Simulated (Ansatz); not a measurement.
The system is Sb.

```xyz
2
Lattice="3.3545 0.0000 0.0000 -1.6773 2.9051 0.0000 0.0000 0.0000 5.4702" Properties=species:S:1:pos:R:3 pbc="T T T"
Sb    1.6773    0.9684    4.1026
Sb    0.0000    1.9367    1.3675
```

This isn't the form of Sb at room conditions, which is rhombohedral.

```yaml
Program: Ansatz 0.2.0
Task: relaxation of cell and atoms
Functional: PBE
Potentials_or_basis: Ansatz PAW
Cutoff: "420 eV (not typed: the program's choice for these potentials)"
k_mesh: 9 × 9 × 5
Occupations: fermi-dirac, width 0.05 eV
Spin: no spin polarisation
```

At the start: volume 26.65 Å³/atom.

Question: How do energy, volume and symmetry change on relaxing?

Answer: It ends after 8 steps and the volume is 27.36 Å³/atom (+2.6 %); space group P6_3/mmc (No. 194, to 0.05 Å).

Step by step:
```tsv
step	energy change (eV)	largest force (eV/Å)	volume (Å³)
1	0.0000	0.0000	53.31
2	-0.0047	0.0000	55.21
3	-0.0061	0.0000	54.66
4	-0.0064	0.0000	54.58
5	-0.0072	0.0000	54.62
6	-0.0080	0.0000	54.52
7	-0.0082	0.0000	54.72
8	-0.0084	0.0000	54.72
```

Final structure:
```
Sb
1.0
     3.44490    0.00000    0.00000
    -1.72245    2.98337    0.00000
     0.00000    0.00000    5.32417
Sb
2
Direct
  0.66667 0.33333 0.75000
  0.33333 0.66667 0.25000
```

Caveat: the plane-wave basis is chosen anew once the cell has moved, so the energies of steps on either side of that aren't comparable.
